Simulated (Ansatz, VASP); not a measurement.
**Two plane-wave programs on PbS (Galena)**

```xyz
2
Lattice="-0.0839 2.9674 3.0348 2.8987 -0.0189 2.9698 2.8989 2.9026 -0.0191" Properties=species:S:1:pos:R:3 pbc="T T T"
Pb    2.8395    0.0369    2.9738
S     2.8773    2.9292    2.9468
```

Alike in both runs: task single point; functional PBE; dispersion D4; k mesh 4 × 4 × 4; no spin polarisation.

```csv
,VASP,Ansatz
version,VASP 6.6.1,Ansatz 0.2.0
potentials or method,"VASP PAW PBE potentials, release 64 (Pb_d, S)","plane waves, PAW"
plane-wave cutoff (eV),520,540
occupations,"gaussian, width 0.01 eV",fixed
valence electrons in the cell,20,20
```

|  | VASP | Ansatz | Ansatz less VASP |
| --- | --- | --- | --- |
| pressure (GPa) | 0.3 | 0.4 | +0.07 |
| largest component of the traceless stress (GPa) | 2.12 | 2.12 | -0.002 |
| rms of the force components (eV/Å) | 0.022 | 0.023 | +0.0004 |
| dispersion energy (meV/atom) | -378.9 | -379.1 | -0.18 |

Atom by atom the forces differ by 0.001 eV/Å (rms over components). Ansatz warned: «stress_scf_threshold_loose».

Caveats: the k mesh is coarse (spacing up to 0.46 Å⁻¹), so the values aren't converged.
